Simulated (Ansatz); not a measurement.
## Bands of Ta

```xyz
1
Lattice="-1.6513 1.6513 1.6513 1.6513 -1.6513 1.6513 1.6513 1.6513 -1.6513" Properties=species:S:1:pos:R:3 pbc="T T T"
Ta    0.0000    0.0000    0.0000
```

The conventional cell has a = 3.303 Å, b = 3.303 Å, c = 3.303 Å, α = 90.00°, β = 90.00°, γ = 90.00°. Ta (atom 1) is surrounded by 8 Ta at 2.86 Å.

The cell is COD entry 1541266, as deposited and not checked against the literature; nothing was relaxed.

These are results of DFT, PBE, all-electron LAPW, Dirac equation with spin-orbit coupling in Ansatz 0.2.0, not measurements.

Numerical set-up: a Γ-centred 17×17×17 k mesh, Fermi–Dirac smearing of 0.08 eV, basis error target 0.5 meV/atom, no spin polarisation.

Points in fractions of the reciprocal vectors of this cell: Γ (0, 0, 0), H (0.5, -0.5, 0.5), N (0, 0, 0.5), P (0.25, 0.25, 0.25). The path joins them by straight lines in the order Γ–H–N–Γ–P–H–P–N; legs that retrace an earlier one aren't tabulated. Energies are in eV from the Fermi level.

Question: Is there a gap?

Answer: none: bands cross the Fermi level, a metal.

Question: List the levels between -14 and 8 eV at the symmetry points.

Answer: 
Γ: -7.87 (×2), 0.61 (×4), 1.03 (×2), 4.09 (×4)
H: -3.78 (×4), 6.68 (×4), 7.02 (×2), 7.30 (×2)
N: -4.35 (×2), -1.52 (×2), 1.51 (×2), 3.92 (×2), 4.97 (×2), 7.87 (×2)
P: -1.66 (×2), -1.02 (×4), 5.14 (×4), 7.12 (×2)
